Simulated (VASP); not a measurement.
# LiCl (F-43m) in VASP: further runs

Runs on LiCl. Level: PBE. Tasks: relaxation of cell and atoms, single point.

Program: VASP 6.6.1. These are calculated values, not measurements. Logs are shortened: lines on timing, memory, paths and dates and some standing lists are left out, and cuts for length are marked.

**1. Starting point**

It takes space group F-43m (No. 216, cubic). Conventional cell: a = 5.345 Å, b = 5.345 Å, c = 5.345 Å, α = 90.00°, β = 90.00°, γ = 90.00°. Around Li (site symmetry -43m) lie 4 Cl at 2.31 Å. Around Cl (site symmetry -43m) lie 4 Li at 2.31 Å.

The cell was built by a generator and needn't be a form met in nature.

**2. Relaxation of cell and atoms, PBE**

Input file INCAR:

```
ALGO = Fast
EDIFF = 1E-6
EDIFFG = -0.025
ENCUT = 600
GGA = PE
IBRION = 2
ISIF = 3
ISMEAR = 0
LASPH = T
LCHARG = F
LREAL = F
LWAVE = F
NELM = 100
NSW = 80
PREC = Accurate
SIGMA = 0.1
```

Input file KPOINTS:

```
k-points
0
Gamma
  6 6 6
```

Input file POSCAR:

```
LiCl
1.0
   -2.7477405972      0.0173958061     -2.8801023523
   -2.7484407545     -2.7329180290      0.0180959633
   -5.4307983320      2.6487388887      2.7980236837
Li Cl
2 2
Direct
    0.8481435076      0.8746173215      0.3728005506
    0.3679920490      0.3930359103      0.8751565096
    0.2696547495      0.2415163782      0.2459591016
    0.7642096939      0.7408303900      0.7560838381
```

Potentials or basis: VASP PAW PBE potentials, release 64 (Li_sv, Cl).

Launch:

```
> cat potpaw_PBE.64/Li_sv/POTCAR potpaw_PBE.64/Cl/POTCAR > POTCAR
> mpirun -np 1 vasp_std > vasp.out
```

OUTCAR:

```text
EDIFF = 1E-6
   EDIFFG = -0.025
   ENCUT = 600
   GGA = PE
   IBRION = 2
   ISIF = 3
   ISMEAR = 0
   LASPH = T
   LREAL = F
   NELM = 100
   NSW = 80
   PREC = Accurate

 ion  position               nearest neighbor table
   1  0.848  0.875  0.373-   3 2.27   4 2.41   3 2.47   3 2.53
   2  0.368  0.393  0.875-   3 2.33   4 2.33   4 2.39   4 2.49
   3  0.270  0.242  0.246-   1 2.27   2 2.33   1 2.47   1 2.53
   4  0.764  0.741  0.756-   2 2.33   2 2.39   1 2.41   2 2.49

  LATTYP: Found a triclinic cell.
 ALAT       =     3.9806243936
 B/A-ratio  =     1.9238320330
 C/A-ratio  =     0.9737074809
 COS(alpha) =     0.0056370848
 COS(beta)  =     0.4830164383
 COS(gamma) =     0.5020017017

  Lattice vectors:

 A1 = (   2.7477405972,  -0.0173958061,   2.8801023523)
 A2 = (   5.4300981747,  -5.3990527238,   0.1001746319)
 A3 = (   2.7484407545,   2.7329180290,  -0.0180959633)

Analysis of symmetry for initial positions (statically):
=====================================================================
 Subroutine PRICEL returns:
 Original cell was already a primitive cell.

 Routine SETGRP: Setting up the symmetry group for a
 triclinic supercell.

 Subroutine GETGRP returns: Found  1 space group operations
 (whereof  1 operations were pure point group operations)
 out of a pool of  2 trial point group operations.

The static configuration has the point symmetry C_1 .

Analysis of symmetry for dynamics (positions and initial velocities):
=====================================================================
 Subroutine PRICEL returns:
 Original cell was already a primitive cell.

 Routine SETGRP: Setting up the symmetry group for a
 triclinic supercell.

 Subroutine GETGRP returns: Found  1 space group operations
 (whereof  1 operations were pure point group operations)
 out of a pool of  2 trial point group operations.

The dynamic configuration has the point symmetry C_1 .

 Subroutine INISYM returns: Found  1 space group operations
 (whereof  1 operations are pure point group operations),
 and found     1 'primitive' translations

----------------------------------------------------------------------------------------

                                     Primitive cell

  volume of cell :      84.9882

  direct lattice vectors                    reciprocal lattice vectors
    -2.747740597  0.017395806 -2.880102352    -0.090538418  0.089329145 -0.260292819
    -2.748440754 -2.732918029  0.018095963    -0.090333827 -0.274502664  0.084524332
    -5.430798332  2.648738889  2.798023684    -0.092610093  0.093724893  0.088920081

  length of vectors
     3.980624394  3.875963751  6.658702934     0.289705459  0.301091806  0.158958377

  position of ions in fractional coordinates (direct lattice)
     0.848143508  0.874617321  0.372800551
     0.367992049  0.393035910  0.875156510
     0.269654749  0.241516378  0.245959102
     0.764209694  0.740830390  0.756083838

  ion indices of the primitive-cell ions
   primitive index   ion index
                 1           1
                 2           2
                 3           3
                 4           4

----------------------------------------------------------------------------------------

 KPOINTS: k-points

Automatic generation of k-mesh.
 Grid dimensions read from file:
 generate k-points for:    6    6    6

 Generating k-lattice:

  Cartesian coordinates                     Fractional coordinates (reciprocal lattice)
    -0.015089736  0.014888191 -0.043382136     0.166666667  0.000000000  0.000000000
    -0.015055638 -0.045750444  0.014087389     0.000000000  0.166666667  0.000000000
    -0.015435016  0.015620815  0.014820013     0.000000000 -0.000000000  0.166666667

  Length of vectors
     0.048284243  0.050181968  0.026493063

  Shift w.r.t. Gamma in fractional coordinates (k-lattice)
     0.000000000  0.000000000  0.000000000

 Subroutine IBZKPT returns following result:
 ===========================================

 Found    112 irreducible k-points:

 Following reciprocal coordinates:
            Coordinates               Weight
  0.000000  0.000000  0.000000      1.000000
  0.166667 -0.000000  0.000000      2.000000
  0.333333 -0.000000  0.000000      2.000000
  0.500000 -0.000000  0.000000      1.000000
  0.000000  0.166667  0.000000      2.000000
  0.166667  0.166667  0.000000      2.000000
[... 16 lines left out ...]
  0.333333  0.000000  0.166667      2.000000
  0.500000  0.000000  0.166667      2.000000
 [... further k-points ...]
   k-points           NKPTS =    112   k-points in BZ     NKDIM =    112   number of bands    NBANDS=     14
   number of dos      NEDOS =    301   number of ions     NIONS =      4
   total plane-waves  NPLWV =  55296
   dimension x,y,z NGX =    32 NGY =   32 NGZ =   54
   dimension x,y,z NGXF=    64 NGYF=   64 NGZF=  108
   ions per type =               2   2
   NGX,Y,Z   is equivalent  to a cutoff of  13.36, 13.73, 13.48 a.u.
   NGXF,Y,Z  is equivalent  to a cutoff of  26.73, 27.45, 26.96 a.u.
 SYSTEM =  unknown system
   PREC   = accura    normal or accurate (medium, high low for compatibility)
   ISTART =      0    job   : 0-new  1-cont  2-samecut
   ICHARG =      2    charge: 1-file 2-atom 10-const
   ISPIN  =      1    spin polarized calculation?
   LNONCOLLINEAR =      F non collinear calculations
   LSORBIT =      F    spin-orbit coupling
   LASPH  =      T    aspherical Exc in radial PAW
   ENCUT  =  600.0 eV  44.10 Ry    6.64 a.u.   7.95  7.74 13.30*2*pi/ulx,y,z
   NELM   =    100;   NELMIN=  2; NELMDL= -5     # of ELM steps
   EDIFF  = 0.1E-05   stopping-criterion for ELM
   LREAL  =      F    real-space projection
   EDIFFG = -.3E-01   stopping-criterion for IOM
   NSW    =     80    number of steps for IOM
   IBRION =      2    ionic relax: 0-MD 1-quasi-New 2-CG
   NFREE  =      1    steps in history (QN), initial steepest desc. (CG)
   ISIF   =      3    stress and relaxation
   ISYM   =      2    0-nonsym 1-usesym 2-fastsym
   POTIM  = 0.5000    time-step for ionic-motion
   TEBEG  =    0.0;   TEEND  =   0.0 temperature during run
   PSTRESS=    0.0 pullay stress
   NELECT =      20.0000    total number of electrons
   NUPDOWN=      -1.0000    fix difference up-down
   EMIN   =  10.00;   EMAX   =-10.00  energy-range for DOS
   EFERMI =   0.00;   METHOD = LEGACY
   ISMEAR =     0;   SIGMA  =   0.10  broadening in eV -4-tet -1-fermi 0-gaus
   EFERMI_NEDOS =   21; number of points for ismear=-14 and -15
   IALGO  =     68    algorithm
   IMIX   =      4    mixing-type and parameters
     AMIX     =   0.40;   BMIX     =  1.00
     AMIX_MAG =   1.60;   BMIX_MAG =  1.00
  volume/ion in A,a.u.               =      21.25       143.38
  Fermi-wavevector in a.u.,A,eV,Ry     =   1.010722  1.909988 13.899164  1.021560
  Thomas-Fermi vector in A             =   2.143729
   LORBIT       =      0    0 simple, 1 ext, 2 COOP (PROOUT), +10 PAW based schemes
   GGA     = PE    functional components
   LHFCALC =     F    Hartree Fock is set to
   AEXX    =    0.0000 exact exchange contribution
   IVDW    =     0    specifies the selected vdW correction
   LEPSILON=     F    determine dielectric tensor
   LRPA    =     F    only Hartree local field effects (RPA)
 conjugate gradient relaxation of ions
 non-spin polarized calculation
 RMM-DIIS sequential band-by-band and
 Gauss-broadening in eV      SIGMA  =   0.10
  energy-cutoff  :      600.00
  volume of cell :       84.99
 maximum number of plane-waves:      2856
   NGX = 15   NGY = 15   NGZ = 27

--------------------------------------- Ionic step        1  -------------------------------------------

 number of electron      19.9999994 magnetization

 Free energy of the ion-electron system (eV)
  ---------------------------------------------------
  ext. energy  EPLUGINS =         0.00000000
  ---------------------------------------------------
  free energy    TOTEN  =       -14.80621920 eV

  energy without entropy =      -14.80621920  energy(sigma->0) =      -14.80621920

------------------------ aborting loop because EDIFF is reached ----------------------------------------

  FORCE on cell =-STRESS in cart. coord.  units (eV):
  Direction    XX          YY          ZZ          XY          YZ          ZX
  --------------------------------------------------------------------------------------
  -------------------------------------------------------------------------------------
  Total       -0.0124582      0.0370942     -0.3048372     -0.4564216      0.0195258      0.1310494
  in kB       -0.2348593      0.6992912     -5.7467153     -8.6043478      0.3680956      2.4705113
  external PRESSURE =      -1.7607612 kB  Pullay stress =       0.0000000 kB
[... 95 lines left out ...]
  FREE ENERGIE OF THE ION-ELECTRON SYSTEM (eV)
  ---------------------------------------------------
  free  energy   TOTEN  =       -14.8422360780 eV

  energy  without entropy=      -14.8422360780  energy(sigma->0) =      -14.84223608

[... ionic steps 4 to 8 ...]

--------------------------------------- Ionic step        9  -------------------------------------------

 number of electron      19.9999999 magnetization

------------------------ aborting loop because EDIFF is reached ----------------------------------------

  FORCE on cell =-STRESS in cart. coord.  units (eV):
  Direction    XX          YY          ZZ          XY          YZ          ZX
  --------------------------------------------------------------------------------------
  -------------------------------------------------------------------------------------
  Total       -0.0041517      0.0016009     -0.0518819     -0.0113635      0.0113837     -0.0021614
  in kB       -0.0794132      0.0306227     -0.9923945     -0.2173597      0.2177468     -0.0413432
  external PRESSURE =      -0.3470617 kB  Pullay stress =       0.0000000 kB
[... 61 lines left out ...]
  energy  without entropy=      -14.8550973704  energy(sigma->0) =      -14.85509737

--------------------------------------- Ionic step       11  -------------------------------------------

 number of electron      19.9999998 magnetization

 Free energy of the ion-electron system (eV)
  ---------------------------------------------------
  ext. energy  EPLUGINS =         0.00000000
  ---------------------------------------------------
  free energy    TOTEN  =       -14.85518754 eV

  energy without entropy =      -14.85518754  energy(sigma->0) =      -14.85518754

 E-fermi :  -0.8239     XC(G=0):  -7.6352

 val. band max:       -1.2687814249   @ k =   0.0000   0.0000   0.0000
 cond. band min:       4.6989232423   @ k =   0.0000   0.0000   0.0000
 fundamental gap:      5.9677046672
 Fermi energy:        -0.8238840088

 k-point     1 :       0.0000    0.0000    0.0000
  band No.  band energies     occupation
      1     -44.1722      2.00000
      2     -44.1622      2.00000
      3     -13.9567      2.00000
      4     -13.6763      2.00000
      5      -3.2336      2.00000
      6      -1.5649      2.00000
      7      -1.5476      2.00000
      8      -1.2807      2.00000
      9      -1.2720      2.00000
     10      -1.2688      2.00000
     11       4.6989      0.00000
     12       7.0329      0.00000
     13       8.8653      0.00000
     14       8.8826      0.00000
[... 375 lines left out ...]
 k-point    24 :       0.5000    0.0000    0.1667
  band No.  band energies     occupation
      1     -44.1712      2.00000
      2     -44.1614      2.00000
      3     -13.6579      2.00000
      4     -13.6158      2.00000
      5      -3.0489      2.00000
      6      -2.7901      2.00000
      7      -2.1879      2.00000
      8      -1.9510      2.00000
      9      -1.8524      2.00000
     10      -1.6859      2.00000
     11       6.0160      0.00000
     12       7.2043      0.00000
     13       8.2621      0.00000
     14       8.7346      0.00000

 [... further k-points ...]

------------------------ aborting loop because EDIFF is reached ----------------------------------------

  FORCE on cell =-STRESS in cart. coord.  units (eV):
  Direction    XX          YY          ZZ          XY          YZ          ZX
  --------------------------------------------------------------------------------------
  -------------------------------------------------------------------------------------
  Total        0.0128822      0.0169387     -0.0144605     -0.0011530      0.0214382     -0.0214604
  in kB        0.2469008      0.3246477     -0.2771503     -0.0220993      0.4108845     -0.4113112
  external PRESSURE =       0.0981328 kB  Pullay stress =       0.0000000 kB
[... 19 lines left out ...]
  FREE ENERGIE OF THE ION-ELECTRON SYSTEM (eV)
  ---------------------------------------------------
  free  energy   TOTEN  =       -14.8551875433 eV

  energy  without entropy=      -14.8551875433  energy(sigma->0) =      -14.85518754

 reached required accuracy - stopping structural energy minimisation
```

Run time: 10 min. Hardware: 1 thread of Intel Xeon 6975P-C (Granite Rapids), shared host; peak memory 0.33 GiB.

What came out:

```yaml
Free_energy: -14.8552 eV
Relaxed_volume: 20.90 Å³/atom
Relaxed_cell: a = 3.902 Å, b = 3.889 Å, c = 6.736 Å, α = 73.20°, β = 73.45°, γ = 60.11°
Space_group_after_relaxing_to_0.05_Å: Cc (No. 9)
Energy_gained_by_relaxing: 12.2 meV/atom
Ionic_steps: 11
Pressure_after_relaxing: 0.0 GPa
Largest_force_after_relaxing: 0.020 eV/Å
Band_gap_on_the_k_mesh: 5.97 eV
```

Forces on the atoms (eV/Å):
```
Li  -0.002 -0.005  0.000
Li   0.013 -0.009  0.003
Cl  -0.019  0.004  0.003
Cl   0.008  0.009 -0.005
```

The path:
| step | energy change (eV) | largest force (eV/Å) | pressure (GPa) | volume (Å³) |
| --- | --- | --- | --- | --- |
| 1 | 0.0000 | 0.3663 | -0.18 | 84.99 |
| 2 | -0.0193 | 0.2632 | -0.21 | 84.70 |
| 3 | -0.0360 | 0.0896 | -0.03 | 83.79 |
| 4 | -0.0375 | 0.0824 | -0.11 | 84.00 |
| 5 | -0.0418 | 0.0657 | -0.03 | 83.67 |
| 6 | -0.0462 | 0.0546 | 0.24 | 82.83 |
| 7 | -0.0479 | 0.0408 | 0.03 | 83.50 |
| 8 | -0.0482 | 0.0413 | -0.08 | 83.90 |
| 9 | -0.0487 | 0.0254 | -0.03 | 83.76 |
| 10 | -0.0489 | 0.0289 | 0.05 | 83.49 |
| 11 | -0.0490 | 0.0199 | 0.01 | 83.59 |

Final structure:
```
Li Cl
1.0
    -2.75145    0.00125   -2.76626
    -2.75010   -2.74919    0.00061
    -5.49638    2.74563    2.76212
Li Cl
2 2
Direct
  0.87221 0.87080 0.37497
  0.37837 0.37866 0.87532
  0.24717 0.24608 0.24961
  0.75226 0.75446 0.75010
```

Caveat: the cutoff is under 1.25 times the usual one of these potentials, so pressure, stress and relaxed cells hold a basis-set (Pulay) error. A k mesh can miss the band edges.

**3. Single point, PBE**

This run uses another cell than the first one: it holds 2 atoms, not 4.

Input file INCAR:

```
PREC = Accurate
ENCUT = 520
EDIFF = 1E-6
ISMEAR = 0
SIGMA = 0.02
LREAL = F
LASPH = T
NELM = 80
ALGO = Fast
ISIF = 2
LWAVE = F
LCHARG = F
GGA = PE
NBANDS = 12
```

Input file KPOINTS:

```
regular mesh
0
Gamma
  8 8 8
```

Input file POSCAR:

```
LiCl
1.0
    0.0000000000      2.6724689011      2.6724689011
    2.6724689011      0.0000000000      2.6724689011
    2.6724689011      2.6724689011      0.0000000000
Li Cl
1 1
Direct
    0.7500000000      0.7500000000      0.7500000000
    0.5000000000      0.5000000000      0.5000000000
```

Potentials or basis: VASP PAW PBE potentials, release 64 (Li_sv, Cl).

Launch:

```
> cat potpaw_PBE.64/Li_sv/POTCAR potpaw_PBE.64/Cl/POTCAR > POTCAR
> mpirun -np 1 vasp_std > vasp.out
```

OUTCAR:

```text
PREC = Accurate
   ENCUT = 520
   EDIFF = 1E-6
   ISMEAR = 0
   LREAL = F
   LASPH = T
   NELM = 80
   ISIF = 2
   GGA = PE

 ion  position               nearest neighbor table
   1  0.750  0.750  0.750-   2 2.31   2 2.31   2 2.31   2 2.31
   2  0.500  0.500  0.500-   1 2.31   1 2.31   1 2.31   1 2.31

  LATTYP: Found a face centered cubic cell.
 ALAT       =     5.3449378022

  Lattice vectors:

 A1 = (   0.0000000000,   2.6724689011,   2.6724689011)
[... 550 lines left out ...]
------------------------ aborting loop because EDIFF is reached ----------------------------------------

  FORCE on cell =-STRESS in cart. coord.  units (eV):
  Direction    XX          YY          ZZ          XY          YZ          ZX
  --------------------------------------------------------------------------------------
  -------------------------------------------------------------------------------------
  Total        0.6454423      0.6454423      0.6454423      0.0000000      0.0000000     -0.0000000
  in kB       27.0894419     27.0894419     27.0894419      0.0000000      0.0000000     -0.0000000
  external PRESSURE =      27.0894419 kB  Pullay stress =       0.0000000 kB

 VOLUME and BASIS-vectors are now :
 -----------------------------------------------------------------------------
  energy-cutoff  :      520.00
  volume of cell :       38.17
      direct lattice vectors                 reciprocal lattice vectors
     0.000000000  2.672468901  2.672468901    -0.187092916  0.187092916  0.187092916
     2.672468901  0.000000000  2.672468901     0.187092916 -0.187092916  0.187092916
     2.672468901  2.672468901  0.000000000     0.187092916  0.187092916 -0.187092916

 POSITION                                       TOTAL-FORCE (eV/Angst)
 -----------------------------------------------------------------------------------
      4.00870      4.00870      4.00870        -0.000000      0.000000      0.000000
      2.67247      2.67247      2.67247         0.000000     -0.000000     -0.000000
 -----------------------------------------------------------------------------------
    total drift:                                0.000000      0.000000      0.000000

  FREE ENERGIE OF THE ION-ELECTRON SYSTEM (eV)
  ---------------------------------------------------
  free  energy   TOTEN  =        -7.3970152977 eV

  energy  without entropy=       -7.3970152977  energy(sigma->0) =       -7.39701530
```

It took 7.6 s on 1 thread of Intel Xeon 6975P-C (Granite Rapids), shared host; peak memory 0.14 GiB.

Results:

```yaml
Free_energy: -7.3970 eV
Band_gap_on_the_k_mesh: 6.30 eV, direct
```

Levels at points of the mesh, in eV from the valence-band top:
| k point | band 1 | band 2 | band 3 | band 4 | band 5 | band 6 | band 7 | band 8 | band 9 | band 10 |
| --- | --- | --- | --- | --- | --- | --- | --- | --- | --- | --- |
| (0.00, 0.00, 0.00) | -42.70 | -12.89 | 0.00 | 0.00 | 0.00 | 6.30 | 10.26 | 10.26 | 10.26 | 14.73 |
| (0.50, 0.00, 0.00) | -42.70 | -12.54 | -2.25 | -0.33 | -0.33 | 8.59 | 10.43 | 10.43 | 11.14 | 16.48 |
| (0.50, 0.50, 0.00) | -42.70 | -12.44 | -1.82 | -0.94 | -0.94 | 6.60 | 9.73 | 14.17 | 14.44 | 14.44 |

Caveat: the cutoff is under 1.25 times the usual one of these potentials, so pressure, stress and relaxed cells hold a basis-set (Pulay) error. A k mesh can miss the band edges.
